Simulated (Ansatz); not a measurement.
**AlPt under changes of volume**

One of the cells (14.774 Å³/atom); the others are scaled copies at fixed shape and fractional positions:

```xyz
2
Lattice="3.0915 0.0000 0.0000 0.0000 3.0915 0.0000 0.0000 0.0000 3.0915" Properties=species:S:1:pos:R:3 pbc="T T T"
Pt    1.5458    1.5458    1.5458
Al    0.0000    0.0000    0.0000
```

Measurements of this composition are mostly on another form, of space group No. 198.

```yaml
Program: Ansatz 0.2.0
Functional: r2SCAN
Potentials_or_basis: Ansatz PAW
Cutoff: "500 eV (not typed: the program's choice for these potentials)"
k_mesh: 9 × 9 × 9
Occupations: fermi-dirac, width 0.05 eV
Spin: no spin polarisation
```

```csv
volume (Å³/atom),energy over the lowest point (meV/atom),pressure (GPa)
13.888,12.74,8.2
14.183,2.14,3.4
14.478,0.00,-0.9
14.774,5.40,-4.8
15.069,17.52,-8.2
15.365,35.60,-11.3
15.660,?,?
```

Question: What does the run at 15.660 Å³/atom give?

Answer: Energy over the lowest point 58.98 meV/atom; pressure -14.0 GPa.

Worked out: A Birch-Murnaghan fit of order 3 (a polynomial in V^(-2/3)) to the other rows has its minimum at 14.41 Å³/atom with B0 = V·E''(V) = 205 GPa and B' = 4.8. It gives 58.92 meV/atom at 15.660 Å³/atom, against the run's 58.98, and -dE/dV = -14.0 GPa, against -14.0.

Energies are extrapolated to zero smearing.

Caveats: the PAW data sets come from PBE, with cores solved anew for the run's functional, which leaves a small shift of forces and pressure.
